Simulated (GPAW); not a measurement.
Wanted: an ASE script for a GPAW 26.7.0 run.

* Task: relaxation of cell and atoms
* Functional: LDA
* Potentials or basis: the program's PAW data sets (release 1.2.1) made for this functional
* Cutoff: 800 eV
* Basis: pw
* k mesh: 7 × 7 × 4
* Occupations: fermi-dirac, width 0.05 eV
* Spin: no spin polarisation
* Target pressure: 20 GPa
* Maxiter: 150
* Optimizer: BFGS
* Fmax: 0.02 eV/Å
* Max steps: 60
* Target pressure: 20 GPa
* Convergence: density=1e-05 forces=0.0001

The structure of TaN lies in TaN.xyz:

```xyz
4
Lattice="2.9217699809 0.0000000000 0.0000000000 -1.4608849905 2.5303270275 0.0000000000 0.0000000000 0.0000000000 5.9165150000" Properties=species:S:1:pos:R:3 pbc="T T T"
Ta     0.0000000000      0.0000000000      2.9582575000
Ta     0.0000000000      0.0000000000      0.0000000000
N     -0.0000000002      1.6868846851      1.4791287500
N      1.4608849906      0.8434423424      4.4373862500
```

The cell comes from a database or a generator and needn't be the stable form of this composition.

These files were run (other wordings do the same):

run.py

```python
from ase.filters import FrechetCellFilter
from ase.io import read, write
from ase.optimize import BFGS
from ase.units import GPa
from gpaw import GPAW, PW

atoms = read('TaN.xyz')

calc = GPAW(mode=PW(800),
            xc='LDA',
            kpts={'size': (7, 7, 4), 'gamma': True},
            occupations={'name': 'fermi-dirac', 'width': 0.05},
            nbands=34,
            convergence={'density': 1e-05, 'forces': 0.0001},
            maxiter=150,
            txt='gpaw.txt')
atoms.calc = calc
opt = BFGS(FrechetCellFilter(atoms, scalar_pressure=20 * GPa), trajectory='relax.traj', logfile='-')
done = opt.run(fmax=0.02, steps=60)
calc.write('gs.gpw')
write('result.traj', atoms)
print('Converged:', done)
print('Cell:', atoms.cell.cellpar().round(4))
print('Volume:', round(atoms.get_volume(), 4))
print(atoms.get_scaled_positions().round(5))
```

Potentials or basis: the program's PAW data sets (release 1.2.1) made for this functional, pw.

Command:

```sh
$ OMP_NUM_THREADS=1 python run.py
```

Results of the run:

```json
{
  "Relaxed volume": "9.85 Å³/atom",
  "Relaxed cell": "a = 2.815 Å, b = 2.815 Å, c = 5.743 Å, α = 90.00°, β = 90.00°, γ = 120.00°",
  "Space group after relaxing (to 0.05 Å)": "P6_3/mmc (No. 194)",
  "Energy change on relaxing (the enthalpy is what falls)": "-2.0 meV/atom",
  "Ionic steps": "6",
  "Pressure after relaxing": "20.0 GPa",
  "Band gap on the k mesh": "none (metal or under the smearing width)"
}
```

Caveat: later steps reuse the first step's grids.

Wall time 3.2 min on 1 thread of Arm Neoverse V1, with other jobs on the host, peak memory 0.36 GiB.
